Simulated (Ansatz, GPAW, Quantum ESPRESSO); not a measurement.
## One calculation of Ag, 4 ways

```
Ag
1.0
     2.88620    0.00000    0.00000
    -1.44310    2.49952    0.00000
     0.00000    0.00000   10.00000
Ag
4
Direct
  0.00000 0.00000 0.50000
  0.00000 0.00000 0.00000
  0.66667 0.33333 0.75000
  0.33333 0.66667 0.25000
```

This isn't the form of Ag at room conditions, which is fcc.

Alike in all runs: task single point; functional PBEsol; k mesh 11 × 11 × 3; occupations fermi-dirac, width 0.05 eV; no spin polarisation; no spin-orbit coupling. Pressure is positive in compression and, in plane waves, holds the error of the finite cutoff, which Ansatz's Pulay term estimates and takes out.

```tsv
program and potentials	plane-wave cutoff (eV)	notes	pressure (GPa)
Ansatz, Ansatz PAW	420	potentials made for PBE, which Ansatz adapts in part; 19 valence electrons an atom on average	?
Quantum ESPRESSO, GBRV 1.5 PBEsol	762	19 valence electrons an atom on average	-7.48
Ansatz, all-electron LAPW, scalar-relativistic	-	-	-7.15
GPAW, PAW data sets generated for this functional	600	17 valence electrons an atom on average	-7.11
```

Task: Estimate from the other rows what the run with Ansatz, Ansatz PAW gave.

Result: Pressure -7.14 GPa. Its pressure holds a Pulay term of +0.04 GPa. The other rows, which needn't bracket it: pressure -7.48 to -7.11.
